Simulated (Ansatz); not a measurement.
**Clamped-ion strain scan in Ti**

The calculation used DFT PBE, scalar-relativistic, plane waves, PAW in Ansatz. The runs took a 420 eV cutoff, a Γ-centred 18×18×10 mesh and Gaussian smearing (0.15 eV). No spin polarisation. Energies are free energies at this smearing, counted from the undisturbed cell; pressure is positive in compression.

Reference structure (as given, not relaxed at this level; it stands at -1.6 GPa):

```yaml
crystal:
  lattice:
    - [2.95000, 0.00000, 0.00000]
    - [-1.47500, 2.55477, 0.00000]
    - [0.00000, 0.00000, 4.68600]
  atoms:
    - { symbol: Ti, position: [0.33333, 0.66667, 0.25000] }
    - { symbol: Ti, position: [0.66667, 0.33333, 0.75000] }
```

The cell is strained by ε times the Voigt pattern (0, 0, 0, 0, 0, 1) (xx, yy, zz, yz, xz, xy; engineering shear) with fractional coordinates fixed. The cell is metallic on the mesh throughout.

```
      ε  ΔE (meV/atom)
-0.0600           12.2
-0.0300            3.1
 0.0000            0.0
 0.0075            0.2
 0.0150            0.8
 0.0225            1.7
 0.0375            4.8
 0.0450            6.9
 0.0525            9.4
```

Q: Predict the stress summed along the pattern (GPa, tension positive) at each point.

A:
```tsv
ε	stress summed along the pattern (GPa, tension positive)
-0.0600	-3.67
-0.0300	-1.89
0.0000	0.00
0.0075	0.48
0.0150	0.95
0.0225	1.42
0.0375	2.35
0.0450	2.80
0.0525	3.24
```